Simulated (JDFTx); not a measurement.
The system is Sc.

```
CELL_PARAMETERS angstrom
3.30900 0.00000 0.00000
-1.65450 2.86568 0.00000
0.00000 0.00000 5.27330
ATOMIC_POSITIONS crystal
Sc 0.66667 0.33333 0.75000
Sc 0.33333 0.66667 0.25000
```

* Program: JDFTx 1.7.0 (patched build)
* Task: single point
* Functional: PBE
* Potentials or basis: PseudoDojo-SR-PBE-0.5-standard
* Cutoff: 1061 eV
* Density cutoff: 4245 eV
* k mesh: 9 × 9 × 5
* Occupations: fermi-dirac, width 0.05 eV
* Spin: no spin polarisation

On this cell: pressure -0.7 GPa; largest force under 0.003 eV/Å; band gap on the k mesh none (metal or under the smearing width).

The same run follows on a disturbed copy (atoms moved at random, drawn with an rms of 0.05 Å):

```
Sc
1.0
     3.30900    0.00000    0.00000
    -1.65450    2.86568    0.00000
     0.00000    0.00000    5.27330
Sc
2
Direct
  0.66919 0.32393 0.74631
  0.33512 0.66578 0.24690
```

Question: What changes?

Answer: The energy (extrapolated to zero smearing) moves by +0.3 meV/atom; pressure -0.7 GPa; largest force 0.038 eV/Å; band gap on the k mesh none (metal or under the smearing width).

Forces in eV/Å, atoms in the order of the input:
```
Sc  -0.020  0.030  0.011
Sc   0.020 -0.030 -0.011
```

Stress tensor (GPa, compression positive):
```
-0.27  0.07  0.00
 0.07 -0.06  0.00
 0.00  0.00 -1.67
```

Caveats: forces may be off by hundredths of an eV/Å; the empty levels aren't tightly converged (some runs).
